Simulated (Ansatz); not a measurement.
# La2O3: a workflow

The computed numbers are results of HSE06, scalar-relativistic (no spin polarisation) in the plane-wave PAW code Ansatz at 420 eV, Γ-centred 4×4×6 mesh, 0.05 eV Gaussian smearing. The datasets are Ansatz's generated set soft_2.

The chain of runs began from a cell as deposited in COD, expanded in volume.

Starting cell:

```yaml
crystal:
  lattice:
    - [3.94306, 0.00000, 0.00000]
    - [-1.97153, 3.41479, 0.00000]
    - [0.00000, 0.00000, 6.14033]
  atoms:
    - { symbol: La, position: [0.33333, 0.66667, 0.25000] }
    - { symbol: La, position: [0.66667, 0.33333, 0.75000] }
    - { symbol: O, position: [0.25000, 0.25000, 0.00000] }
    - { symbol: O, position: [0.75000, 0.00000, 0.00000] }
    - { symbol: O, position: [0.00000, 0.75000, 0.00000] }
```

The runs in order:

```
run  level  k-mesh                                   kind  V (Å³/atom)  P (GPa)  E − E(final) (meV/atom)  gap on the mesh (eV)
  1    PBE   6×6×4                 cell and atoms relaxed        23.09      0.1                        –                  1.62
  2  HSE06   4×4×6                             fixed cell        23.09     -1.7                      2.3                  2.85
  3  HSE06   4×4×6  shape and atoms relaxed, volume fixed        22.82     -0.5                      0.2                  2.78
  4  HSE06   4×4×6  shape and atoms relaxed, volume fixed        22.73     -0.1                      0.0                  2.76
```

The volume is at zero pressure for this level.

The final structure (symmetry read at 0.01 Å). It takes space group P6/mmm (No. 191, hexagonal). Conventional cell: a = 6.339 Å, b = 6.339 Å, c = 3.265 Å, α = 90.00°, β = 90.00°, γ = 120.00°. Around La (site symmetry -6m2) lie 6 O at 2.45 Å. O (site symmetry mmm) has 4 La at 2.45 Å as nearest neighbours. (Shells end 15 % past the nearest neighbour.)

| atom | site | symmetry | x | y | z |
| --- | --- | --- | --- | --- | --- |
| La | 2d | -6m2 | 0.3333 | 0.6667 | 0.5000 |
| O | 3f | mmm | 0.5000 | 0.5000 | 0.0000 |

- At the final geometry the gap, band path included, is 2.76 eV.
- The equation of state gives B0 = 92 GPa and B0′ = 3.5.
- The runs in the table took roughly 10 core-minutes.

**Why it comes out so.**

Formal charges La³⁺, O²⁻ balance and leave closed shells on every ion, so a band insulator is expected, and the gap is 2.76 eV.

Within 0.6 eV of the edges the projected states are 91 % O 2p at the top of the valence band and 79 % La 5d at the bottom of the conduction band. The lowest excitation takes an electron from O back to La, as in ionic insulators.

Shannon's ionic radii give a check on the bond lengths: La³⁺ with 6 neighbours 1.03 Å + O²⁻ 1.38 Å = 2.41 Å against a computed mean of 2.45 Å. Sums and bonds agree within 3 %, so ion sizes set the bond lengths.

Spin–orbit coupling, which matters for such heavy elements, is left out. Pressures of hybrids are less tightly converged. The program warned that the potential is rough where the density is thin (voids or gaps), so long spacings are poorly fixed.
